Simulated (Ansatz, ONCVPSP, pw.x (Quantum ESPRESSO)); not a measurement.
pw.x on fcc Ru: one setting changed

Potential: optimised norm-conserving Vanderbilt (ONCV), ONCVPSP 4.0.1.1 (patched build), LDA (Perdew-Wang 92); core [Ar] 3d10, reference 4s2 4p6 4d7.5 5s0.5; waves: 4s+5s: rc 1.80 bohr, ncon 4, nbas 7, qcut 8.7 1/bohr, 2 projectors; 4p: rc 1.60 bohr, ncon 4, nbas 7, qcut 9.1 1/bohr, 3 projectors, debl 3.3 Ha; 4d: rc 1.65 bohr, ncon 4, nbas 8, qcut 9.1 1/bohr, 1 projector; local part: polynomial inside 1.25 bohr (lpopt 5, dvloc0 0 Ha); core correction: Teter function, fcfact 4.5, rcfact 1.

The reference run (k-mesh 15³, cutoffs 75/300 Ry, Fermi–Dirac 0.01 Ry, mixing_beta 0.4, conv_thr 1e-9, no spin) gives 1.53 GPa at 13.127 Å³/atom, where all-electron LAPW gives 0.99 GPa. This run, with its own iteration cap, changes smearing to mp.

```
&control
  calculation='scf', prefix='x', pseudo_dir='./', outdir='./tmp', tstress=.true., disk_io='none'
/
&system
  ibrav=0, nat=1, ntyp=1, ecutwfc=75, ecutrho=300, nbnd=16,
  occupations='smearing', smearing='mp', degauss=0.01
/
&electrons
  conv_thr=1e-09, mixing_beta=0.4, electron_maxstep=50
/
ATOMIC_SPECIES
Ru 1.0 Ru.UPF
CELL_PARAMETERS angstrom
  0.00000000 1.87231319 1.87231319
  1.87231319 0.00000000 1.87231319
  1.87231319 1.87231319 0.00000000
ATOMIC_POSITIONS crystal
Ru 0.0000 0.0000 0.0000
K_POINTS automatic
15 15 15 0 0 0
```

```bash
pw.x < Ru.scf.in > Ru.scf.out
```

Task: How does the run end?

Result: It converges in 8 iterations; the free energy moves by +28.2 meV/atom and the pressure by -0.56 GPa. This scheme is built to cancel the term in the square of the width that Fermi–Dirac smearing leaves in the F of a metal.

```
Message from routine setup:
     using ibrav=0 with symmetry is DISCOURAGED, use correct ibrav instead
     lattice parameter (alat)  =       5.0037  a.u.
     unit-cell volume          =      88.5854 (a.u.)^3
     number of electrons       =        16.00
     number of Kohn-Sham states=           16
     kinetic-energy cutoff     =      75.0000  Ry
     charge density cutoff     =     300.0000  Ry
     scf convergence threshold =      1.0E-09
     Exchange-correlation= SLA  PW   NOGX NOGC
     number of k points=   120  Methfessel-Paxton smearing, width (Ry)=  0.0100
     iteration #  1     ecut=    75.00 Ry     beta= 0.40
     total energy              =    -194.26600506 Ry
     estimated scf accuracy    <       0.19553170 Ry
     iteration #  2     ecut=    75.00 Ry     beta= 0.40
     total energy              =    -194.29247337 Ry
     estimated scf accuracy    <       0.00675007 Ry
     iteration #  3     ecut=    75.00 Ry     beta= 0.40
     total energy              =    -194.29268686 Ry
     estimated scf accuracy    <       0.00114572 Ry
     iteration #  4     ecut=    75.00 Ry     beta= 0.40
     total energy              =    -194.29277108 Ry
     estimated scf accuracy    <       0.00004808 Ry
     iteration #  5     ecut=    75.00 Ry     beta= 0.40
     total energy              =    -194.29278435 Ry
     estimated scf accuracy    <       0.00000310 Ry
     iteration #  6     ecut=    75.00 Ry     beta= 0.40
     total energy              =    -194.29278461 Ry
     estimated scf accuracy    <       0.00000011 Ry
     iteration #  7     ecut=    75.00 Ry     beta= 0.40
     total energy              =    -194.29278463 Ry
     estimated scf accuracy    <          1.2E-09 Ry
     iteration #  8     ecut=    75.00 Ry     beta= 0.40
     the Fermi energy is    24.1719 ev
!    total energy              =    -194.29278463 Ry
     estimated scf accuracy    <          1.8E-10 Ry
     smearing contrib. (-TS)   =      -0.00004763 Ry
     The total energy is F=E-TS. E is the sum of the following terms:
     one-electron contribution =     -32.11564734 Ry
     hartree contribution      =      28.02755446 Ry
     xc contribution           =     -24.33806751 Ry
     ewald contribution        =    -165.86657661 Ry
     convergence has been achieved in   8 iterations
          total   stress  (Ry/bohr**3)                   (kbar)     P=        9.64
     Message from routine punch:
     Nothing written, as per user request (disk_io='none')
```

The run took about 38 s on one core of a shared host (Neoverse-N1, 64 threads, 124 GiB, load 52).
